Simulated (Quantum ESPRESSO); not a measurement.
A run of Quantum ESPRESSO 7.5 is set up as follows.

The input run.py:

```python
import numpy as np
from ase.calculators.espresso import Espresso, EspressoProfile
from ase.io import read

atoms = read('GaN.cif')

input_data = {
    'control': {'calculation': 'scf', 'prefix': 'pwscf', 'outdir': './tmp', 'tprnfor': True, 'tstress': True, 'disk_io': 'nowf'},
    'system': {'ecutwfc': 70.0, 'ecutrho': 560.0, 'nbnd': 15, 'occupations': 'smearing', 'smearing': 'fd', 'degauss': 0.00367493},
    'electrons': {'conv_thr': 4e-10, 'electron_maxstep': 120, 'mixing_beta': 0.5},
}
pseudopotentials = {'Ga': 'Ga.pbe-dn-kjpaw_psl.1.0.0.UPF', 'N': 'N.pbe-n-radius_5.UPF'}
profile = EspressoProfile(command='pw.x', pseudo_dir='pseudo')
dft = Espresso(profile=profile, input_data=input_data, pseudopotentials=pseudopotentials, kpts=(11, 11, 11), koffset=(0, 0, 0))
atoms.calc = dft

print(f'energy {atoms.get_potential_energy():.8f} eV')
print('forces (eV/A)')
print(np.round(atoms.get_forces(), 6))
print('stress (eV/A^3, Voigt)')
print(np.round(atoms.get_stress(), 8))
print(f'Fermi level {dft.get_fermi_level():.4f} eV')
```

GaN.cif

```cif
data_GaN
_cell_length_a 3.01967830
_cell_length_b 3.01967830
_cell_length_c 3.01967830
_cell_angle_alpha 60.00000000
_cell_angle_beta 60.00000000
_cell_angle_gamma 60.00000000
_space_group_name_H-M_alt 'P1'
_space_group_name_Hall 'P 1'
_space_group_IT_number 1
loop_
_space_group_symop_operation_xyz
'x,y,z'
loop_
_atom_site_label
_atom_site_type_symbol
_atom_site_symmetry_multiplicity
_atom_site_Wyckoff_symbol
_atom_site_fract_x
_atom_site_fract_y
_atom_site_fract_z
_atom_site_occupancy
Ga1 Ga 1 a 0.0000000000 0.0000000000 0.0000000000 1
N1 N 1 a 0.5000000000 0.5000000000 0.5000000000 1
```

Potentials or basis: SSSP 1.3 efficiency PBE.

Command:

```sh
$ OMP_NUM_THREADS=1 python run.py
```

Predict the band gap on the k mesh.

0.54 eV, indirect (least direct gap 2.36 eV).

Predict the pressure.

-0.7 GPa.

Caveat: an odd mesh through Γ misses points on the zone boundary, where band edges often lie.
